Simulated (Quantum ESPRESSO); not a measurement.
# MoS2 (R3m) in Quantum ESPRESSO: equation of state

How stiff is MoS2 in PBEsol, and what volume does it want? The cell is scaled to several volumes.

All numbers are computed with Quantum ESPRESSO 7.5; they aren't measurements. Logs are shortened: lines on timing, memory, paths and dates and some standing lists are left out, and cuts for length are marked.

## (1) The crystal as given

Symmetry: R3m, No. 160, trigonal system. The conventional cell has a = 3.160 Å, b = 3.160 Å, c = 18.450 Å, α = 90.00°, β = 90.00°, γ = 120.00°. Mo (site symmetry 3m) has 6 S at 2.39 Å as nearest neighbours. Around S (site symmetry 3m) lie 3 Mo at 2.39 Å. S (site symmetry 3m) is surrounded by 3 Mo at 2.39 Å.

Measurements of this composition are mostly on another form, of space group No. 194.

## (2) Single point, PBEsol, 16.66 Å³/atom

pw.in reads:

```
&CONTROL
  calculation = 'scf'
  prefix = 'pwscf'
  outdir = './tmp'
  pseudo_dir = './pseudo'
  tprnfor = .true.
  tstress = .true.
  disk_io = 'nowf'
/
&SYSTEM
  ibrav = 0
  nat = 3
  ntyp = 2
  ecutwfc = 45
  ecutrho = 360
  nbnd = 20
  occupations = 'smearing'
  smearing = 'fd'
  degauss = 0.00367493
/
&ELECTRONS
  conv_thr = 6d-10
  electron_maxstep = 120
  mixing_beta = 0.5
/
ATOMIC_SPECIES
Mo    95.9500 mo_pbesol_v1.uspp.F.UPF
S     32.0600 s_pbesol_v1.4.uspp.F.UPF
CELL_PARAMETERS angstrom
   1.5477460518    0.8935915996    6.0244545686
  -1.5477460518    0.8935915996    6.0244545686
   0.0000000000   -1.7871831992    6.0244545686
ATOMIC_POSITIONS crystal
Mo     0.0000000000    0.0000000000    0.0000000000
S      0.4170000000    0.4170000000    0.4170000000
S      0.2500000000    0.2500000000    0.2500000000
K_POINTS automatic
10 10 10 0 0 0
```

Potentials or basis: GBRV 1.5 PBEsol.

Run with:

```bash
OMP_NUM_THREADS=1 mpirun -n 2 pw.x -nk 2 -in pw.in > pw.out
```

pw.out:

```text
This program is part of the open-source Quantum ESPRESSO suite
     for quantum simulation of materials; please cite
[... 13 lines left out ...]
     --------------------
     sticks:   dense  smooth     PW     G-vecs:    dense   smooth      PW
     Sum        1921     965    327                38895    13795    2771

     Using Slab Decomposition

     bravais-lattice index     =            0
     lattice parameter (alat)  =      11.8750  a.u.
     unit-cell volume          =     337.3684 (a.u.)^3
     number of atoms/cell      =            3
     number of atomic types    =            2
     number of electrons       =        26.00
     number of Kohn-Sham states=           20
     kinetic-energy cutoff     =      45.0000  Ry
     charge density cutoff     =     360.0000  Ry
     scf convergence threshold =      6.0E-10
     mixing beta               =       0.5000
     number of iterations used =            8  plain     mixing
     Exchange-correlation= SLA  PW   PSX  PSC
                           (   1   4  10   8   0   0   0)

     celldm(1)=  11.874952  celldm(2)=   0.000000  celldm(3)=   0.000000
     celldm(4)=   0.000000  celldm(5)=   0.000000  celldm(6)=   0.000000

     crystal axes: (cart. coord. in units of alat)
               a(1) = (   0.246301   0.142202   0.958704 )
               a(2) = (  -0.246301   0.142202   0.958704 )
               a(3) = (   0.000000  -0.284404   0.958704 )

     reciprocal axes: (cart. coord. in units 2 pi/alat)
               b(1) = (  2.030034  1.172041  0.347691 )
               b(2) = ( -2.030034  1.172041  0.347691 )
               b(3) = (  0.000000 -2.344081  0.347691 )

     PseudoPot. # 1 for Mo read from file:
     mo_pbesol_v1.uspp.F.UPF
     Pseudo is Ultrasoft + core correction, Zval = 14.0
     Generated by new atomic code, or converted to UPF format
     Using radial grid of  889 points,  6 beta functions with:
                l(1) =   0
                l(2) =   0
                l(3) =   1
                l(4) =   1
                l(5) =   2
                l(6) =   2
     Q(r) pseudized with  6 coefficients,  rinner =    1.000   1.000   1.000
                                                       1.000   1.000

     PseudoPot. # 2 for S  read from file:
     s_pbesol_v1.4.uspp.F.UPF
     Pseudo is Ultrasoft + core correction, Zval =  6.0
     Generated by new atomic code, or converted to UPF format
     Using radial grid of  907 points,  6 beta functions with:
                l(1) =   0
                l(2) =   0
                l(3) =   1
                l(4) =   1
                l(5) =   2
                l(6) =   2
     Q(r) pseudized with  8 coefficients,  rinner =    1.300   1.300   1.300
                                                       1.300   1.300

     atomic species   valence    mass     pseudopotential
     Mo               14.00    95.95000     Mo( 1.00)
     S                 6.00    32.06000     S ( 1.00)

      6 Sym. Ops. (no inversion) found

   Cartesian axes

     site n.     atom                  positions (alat units)
         1        Mo     tau(   1) = (   0.0000000   0.0000000   0.0000000  )
         2        S      tau(   2) = (   0.0000000  -0.0000000   1.1993393  )
         3        S      tau(   3) = (   0.0000000   0.0000000   0.7190283  )

     number of k points=   116  Fermi-Dirac smearing, width (Ry)=  0.0037

     Number of k-points >= 100: set verbosity='high' to print them.

     Dense  grid:    38895 G-vectors     FFT dimensions: (  72,  72,  72)

     Smooth grid:    13795 G-vectors     FFT dimensions: (  54,  54,  54)

     Initial potential from superposition of free atoms

     starting charge      25.9990, renormalised to      26.0000
     Starting wfcs are   21 randomized atomic wfcs

     Self-consistent Calculation

     iteration #  1     ecut=    45.00 Ry     beta= 0.50
     Davidson diagonalization with overlap
     ethr =  1.00E-02,  avg # of iterations =  5.4

     Threshold (ethr) on eigenvalues was too large:
     Diagonalizing with lowered threshold

     Davidson diagonalization with overlap
     ethr =  4.94E-04,  avg # of iterations =  2.8

     total energy              =    -187.52287945 Ry
     estimated scf accuracy    <       0.14229357 Ry

     iteration #  2     ecut=    45.00 Ry     beta= 0.50
     Davidson diagonalization with overlap
     ethr =  5.47E-04,  avg # of iterations =  3.1

     total energy              =    -187.52759875 Ry
     estimated scf accuracy    <       0.19697351 Ry

     iteration #  3     ecut=    45.00 Ry     beta= 0.50
     Davidson diagonalization with overlap
     ethr =  5.47E-04,  avg # of iterations =  2.0

     total energy              =    -187.56481406 Ry
     estimated scf accuracy    <       0.02070055 Ry

     iteration #  4     ecut=    45.00 Ry     beta= 0.50
     Davidson diagonalization with overlap
     ethr =  7.96E-05,  avg # of iterations =  2.1

     total energy              =    -187.56744660 Ry
     estimated scf accuracy    <       0.00066871 Ry

     iteration #  5     ecut=    45.00 Ry     beta= 0.50
     Davidson diagonalization with overlap
     ethr =  2.57E-06,  avg # of iterations =  7.1

     total energy              =    -187.56755154 Ry
     estimated scf accuracy    <       0.00001843 Ry

     iteration #  6     ecut=    45.00 Ry     beta= 0.50
     Davidson diagonalization with overlap
     ethr =  7.09E-08,  avg # of iterations =  4.5

     total energy              =    -187.56756471 Ry
     estimated scf accuracy    <       0.00000355 Ry

     iteration #  7     ecut=    45.00 Ry     beta= 0.50
     Davidson diagonalization with overlap
     ethr =  1.37E-08,  avg # of iterations =  2.4

     total energy              =    -187.56756560 Ry
     estimated scf accuracy    <       0.00000180 Ry

     iteration #  8     ecut=    45.00 Ry     beta= 0.50
     Davidson diagonalization with overlap
     ethr =  6.92E-09,  avg # of iterations =  1.1

     total energy              =    -187.56756589 Ry
     estimated scf accuracy    <       0.00000005 Ry

     iteration #  9     ecut=    45.00 Ry     beta= 0.50
     Davidson diagonalization with overlap
     ethr =  1.97E-10,  avg # of iterations =  3.9

     total energy              =    -187.56756592 Ry
     estimated scf accuracy    <          8.3E-09 Ry

     iteration # 10     ecut=    45.00 Ry     beta= 0.50
     Davidson diagonalization with overlap
     ethr =  3.20E-11,  avg # of iterations =  1.9

     End of self-consistent calculation

     Number of k-points >= 100: set verbosity='high' to print the bands.

     the Fermi energy is    12.5945 ev

!    total energy              =    -187.56756592 Ry
     estimated scf accuracy    <          3.7E-10 Ry
     smearing contrib. (-TS)   =      -0.00000014 Ry
     internal energy E=F+TS    =    -187.56756578 Ry

     The total energy is F=E-TS. E is the sum of the following terms:
     one-electron contribution =     -84.13102382 Ry
     hartree contribution      =      54.20175225 Ry
     xc contribution           =     -36.20905391 Ry
     ewald contribution        =    -121.42924030 Ry

     convergence has been achieved in  10 iterations

     Forces acting on atoms (cartesian axes, Ry/au):

     atom    1 type  1   force =    -0.00000000    0.00000000    0.00382288
     atom    2 type  2   force =     0.00000000   -0.00000000    0.05044844
     atom    3 type  2   force =     0.00000000    0.00000000   -0.05427131

     Total force =     0.074196     Total SCF correction =     0.000063

     Computing stress (Cartesian axis) and pressure

          total   stress  (Ry/bohr**3)                   (kbar)     P=      110.29
   0.00065379   0.00000000   0.00000000           96.18        0.00        0.00
  -0.00000000   0.00065379   0.00000000           -0.00       96.18        0.00
   0.00000000   0.00000000   0.00094161            0.00        0.00      138.52

=------------------------------------------------------------------------------=
   JOB DONE.
=------------------------------------------------------------------------------=
```

Run time: 2.3 min. Hardware: 2 MPI ranks of Arm Neoverse V2, shared host; peak memory 0.34 GiB.

Results:

| Property | Result |
| --- | --- |
| Free energy | -2551.9867 eV |
| Pressure | 11.0 GPa |
| Largest force | 1.395 eV/Å |
| Band gap on the k mesh | 0.85 eV, indirect (least direct gap 2.13 eV) |

Caveat: forces of over 1 eV/Å show positions far from the minimum, so gaps and moduli don't describe the material at rest.

## (3) Single point, PBEsol, 17.02 Å³/atom

pw.in: that of step 2 with these lines changed.

```diff
@@ -29,5 +29,5 @@
 CELL_PARAMETERS angstrom
-   1.5477460518    0.8935915996    6.0244545686
-  -1.5477460518    0.8935915996    6.0244545686
-   0.0000000000   -1.7871831992    6.0244545686
+   1.5586460310    0.8998847055    6.0668817029
+  -1.5586460310    0.8998847055    6.0668817029
+   0.0000000000   -1.7997694111    6.0668817029
 ATOMIC_POSITIONS crystal
```

Potentials or basis: GBRV 1.5 PBEsol.

Run with:

```bash
OMP_NUM_THREADS=1 mpirun -n 2 pw.x -nk 2 -in pw.in > pw.out
```

Wall time 2.4 min (2 MPI ranks of Arm Neoverse V2, shared host); peak memory 0.36 GiB.

It converged, with:

```yaml
Free_energy: -2552.0472 eV
Pressure: 7.0 GPa
Largest_force: 0.981 eV/Å
Band_gap_on_the_k_mesh: 0.87 eV, indirect (least direct gap 2.07 eV)
```

## (4) Single point, PBEsol, 17.37 Å³/atom

pw.in: that of step 3 with these lines changed.

```diff
@@ -29,5 +29,5 @@
 CELL_PARAMETERS angstrom
-   1.5586460310    0.8998847055    6.0668817029
-  -1.5586460310    0.8998847055    6.0668817029
-   0.0000000000   -1.7997694111    6.0668817029
+   1.5693956536    0.9060910031    6.1087235885
+  -1.5693956536    0.9060910031    6.1087235885
+   0.0000000000   -1.8121820061    6.1087235885
 ATOMIC_POSITIONS crystal
```

Run with:

```bash
OMP_NUM_THREADS=1 mpirun -n 2 pw.x -nk 2 -in pw.in > pw.out
```

Run time: 2.4 min. Hardware: 2 MPI ranks of Arm Neoverse V2, shared host; peak memory 0.36 GiB.

The run converged. Its results:

- Free energy: -2552.0820 eV
- Pressure: 3.3 GPa
- Largest force: 0.597 eV/Å
- Band gap on the k mesh: 0.89 eV, indirect (least direct gap 2.02 eV)

## (5) Single point, PBEsol, 17.73 Å³/atom

pw.in: that of step 4 with these lines changed.

```diff
@@ -29,5 +29,5 @@
 CELL_PARAMETERS angstrom
-   1.5693956536    0.9060910031    6.1087235885
-  -1.5693956536    0.9060910031    6.1087235885
-   0.0000000000   -1.8121820061    6.1087235885
+   1.5800000000    0.9122134253    6.1500000000
+  -1.5800000000    0.9122134253    6.1500000000
+   0.0000000000   -1.8244268506    6.1500000000
 ATOMIC_POSITIONS crystal
```

Run with:

```bash
OMP_NUM_THREADS=1 mpirun -n 2 pw.x -nk 2 -in pw.in > pw.out
```

Wall time 2.5 min (2 MPI ranks of Arm Neoverse V2, shared host); peak memory 0.36 GiB.

Results (log left out):

- Free energy: -2552.0938 eV
- Pressure: 0.0 GPa
- Largest force: 0.242 eV/Å
- Band gap on the k mesh: 0.91 eV, indirect (least direct gap 1.96 eV)

## (6) Single point, PBEsol, 18.08 Å³/atom

pw.in: that of step 5 with these lines changed.

```diff
@@ -29,5 +29,5 @@
 CELL_PARAMETERS angstrom
-   1.5800000000    0.9122134253    6.1500000000
-  -1.5800000000    0.9122134253    6.1500000000
-   0.0000000000   -1.8244268506    6.1500000000
+   1.5904638811    0.9182547499    6.1907296638
+  -1.5904638811    0.9182547499    6.1907296638
+   0.0000000000   -1.8365094997    6.1907296638
 ATOMIC_POSITIONS crystal
```

Potentials or basis: GBRV 1.5 PBEsol.

Run with:

```bash
OMP_NUM_THREADS=1 mpirun -n 2 pw.x -nk 2 -in pw.in > pw.out
```

Run time: 2.5 min. Hardware: 2 MPI ranks of Arm Neoverse V2, shared host; peak memory 0.36 GiB.

The run converged. Its results:

```
Free energy            : -2552.0850 eV
Pressure               : -2.9 GPa
Largest force          : 0.169 eV/Å
Band gap on the k mesh : 0.93 eV, indirect (least direct gap 1.91 eV)
```

## (7) Single point, PBEsol, 18.44 Å³/atom

pw.in: that of step 6 with these lines changed.

```diff
@@ -29,5 +29,5 @@
 CELL_PARAMETERS angstrom
-   1.5904638811    0.9182547499    6.1907296638
-  -1.5904638811    0.9182547499    6.1907296638
-   0.0000000000   -1.8365094997    6.1907296638
+   1.6007918580    0.9242176101    6.2309303335
+  -1.6007918580    0.9242176101    6.2309303335
+   0.0000000000   -1.8484352203    6.2309303335
 ATOMIC_POSITIONS crystal
```

Run with:

```bash
OMP_NUM_THREADS=1 mpirun -n 2 pw.x -nk 2 -in pw.in > pw.out
```

It took 2.8 min on 2 MPI ranks of Arm Neoverse V2, shared host; peak memory 0.36 GiB.

The run converged. Its results:

* Free energy: -2552.0575 eV
* Pressure: -5.6 GPa
* Largest force: 0.470 eV/Å
* Band gap on the k mesh: 0.94 eV, indirect (least direct gap 1.86 eV)

## (8) Single point, PBEsol, 18.79 Å³/atom

pw.in: that of step 7 with these lines changed.

```diff
@@ -29,5 +29,5 @@
 CELL_PARAMETERS angstrom
-   1.6007918580    0.9242176101    6.2309303335
-  -1.6007918580    0.9242176101    6.2309303335
-   0.0000000000   -1.8484352203    6.2309303335
+   1.6109882594    0.9301045052    6.2706188579
+  -1.6109882594    0.9301045052    6.2706188579
+   0.0000000000   -1.8602090104    6.2706188579
 ATOMIC_POSITIONS crystal
```

Potentials or basis: GBRV 1.5 PBEsol.

Run with:

```bash
OMP_NUM_THREADS=1 mpirun -n 2 pw.x -nk 2 -in pw.in > pw.out
```

pw.out:

```text
This program is part of the open-source Quantum ESPRESSO suite
     for quantum simulation of materials; please cite
[... 13 lines left out ...]
     --------------------
     sticks:   dense  smooth     PW     G-vecs:    dense   smooth      PW
     Sum        2099    1043    355                44009    15483    3041

     Using Slab Decomposition

     bravais-lattice index     =            0
     lattice parameter (alat)  =      12.3602  a.u.
     unit-cell volume          =     380.4367 (a.u.)^3
     number of atoms/cell      =            3
     number of atomic types    =            2
     number of electrons       =        26.00
     number of Kohn-Sham states=           20
     kinetic-energy cutoff     =      45.0000  Ry
     charge density cutoff     =     360.0000  Ry
     scf convergence threshold =      6.0E-10
     mixing beta               =       0.5000
     number of iterations used =            8  plain     mixing
     Exchange-correlation= SLA  PW   PSX  PSC
                           (   1   4  10   8   0   0   0)

     celldm(1)=  12.360172  celldm(2)=   0.000000  celldm(3)=   0.000000
     celldm(4)=   0.000000  celldm(5)=   0.000000  celldm(6)=   0.000000

     crystal axes: (cart. coord. in units of alat)
               a(1) = (   0.246301   0.142202   0.958704 )
               a(2) = (  -0.246301   0.142202   0.958704 )
               a(3) = (   0.000000  -0.284404   0.958704 )

[... 39 lines left out ...]
   Cartesian axes

     site n.     atom                  positions (alat units)
         1        Mo     tau(   1) = (   0.0000000   0.0000000   0.0000000  )
         2        S      tau(   2) = (   0.0000000  -0.0000000   1.1993393  )
         3        S      tau(   3) = (   0.0000000   0.0000000   0.7190283  )

     number of k points=   116  Fermi-Dirac smearing, width (Ry)=  0.0037

     Number of k-points >= 100: set verbosity='high' to print them.

     Dense  grid:    44009 G-vectors     FFT dimensions: (  75,  75,  75)

     Smooth grid:    15483 G-vectors     FFT dimensions: (  54,  54,  54)

     Initial potential from superposition of free atoms

     starting charge      25.9990, renormalised to      26.0000
     Starting wfcs are   21 randomized atomic wfcs

     Self-consistent Calculation

     iteration #  1     ecut=    45.00 Ry     beta= 0.50
     Davidson diagonalization with overlap
     ethr =  1.00E-02,  avg # of iterations =  5.4

     Threshold (ethr) on eigenvalues was too large:
     Diagonalizing with lowered threshold

     Davidson diagonalization with overlap
     ethr =  3.11E-04,  avg # of iterations =  4.1

     total energy              =    -187.54753799 Ry
     estimated scf accuracy    <       0.09353667 Ry
[... 64 lines left out ...]
     iteration # 11     ecut=    45.00 Ry     beta= 0.50
     Davidson diagonalization with overlap
     ethr =  2.71E-12,  avg # of iterations =  3.1

     End of self-consistent calculation

     Number of k-points >= 100: set verbosity='high' to print the bands.

     the Fermi energy is    10.5151 ev

!    total energy              =    -187.56952477 Ry
     estimated scf accuracy    <          1.4E-11 Ry
     smearing contrib. (-TS)   =      -0.00000009 Ry
     internal energy E=F+TS    =    -187.56952468 Ry

     The total energy is F=E-TS. E is the sum of the following terms:
     one-electron contribution =     -90.63793507 Ry
     hartree contribution      =      55.62020744 Ry
     xc contribution           =     -35.88947741 Ry
     ewald contribution        =    -116.66231964 Ry

     convergence has been achieved in  11 iterations

     Forces acting on atoms (cartesian axes, Ry/au):

     atom    1 type  1   force =     0.00000000    0.00000000    0.00292829
     atom    2 type  2   force =    -0.00000000   -0.00000000   -0.02915908
     atom    3 type  2   force =     0.00000000    0.00000000    0.02623079

     Total force =     0.039330     Total SCF correction =     0.000009

     Computing stress (Cartesian axis) and pressure

          total   stress  (Ry/bohr**3)                   (kbar)     P=      -79.50
  -0.00058481   0.00000000   0.00000000          -86.03        0.00        0.00
  -0.00000000  -0.00058481   0.00000000           -0.00      -86.03        0.00
   0.00000000  -0.00000000  -0.00045170            0.00       -0.00      -66.45

=------------------------------------------------------------------------------=
   JOB DONE.
=------------------------------------------------------------------------------=
```

It took 2.8 min on 2 MPI ranks of Arm Neoverse V2, shared host; peak memory 0.36 GiB.

Results:

```
Free energy            : -2552.0134 eV
Pressure               : -8.0 GPa
Largest force          : 0.750 eV/Å
Band gap on the k mesh : 0.95 eV, indirect (least direct gap 1.81 eV)
```

## (9) Equation of state, PBEsol

Potentials or basis: GBRV 1.5 PBEsol.

No new run: the results of the series are fitted here.

Results:

```yaml
Equilibrium_volume: 17.75 Å³/atom
Bulk_modulus_at_fixed_shape_and_positions: 155 GPa
Pressure_derivative_of_the_bulk_modulus: 4.4
```

Energy against volume, from the lowest point:
| volume (Å³/atom) | energy (meV/atom) |
| --- | --- |
| 16.664 | 35.70 |
| 17.019 | 15.54 |
| 17.373 | 3.93 |
| 17.728 | 0.00 |
| 18.083 | 2.96 |
| 18.437 | 12.11 |
| 18.792 | 26.81 |

Caveat: the cell was scaled at fixed shape and fractional positions, which overstates the stiffness of a crystal with free parameters, most of all of layers and chains.
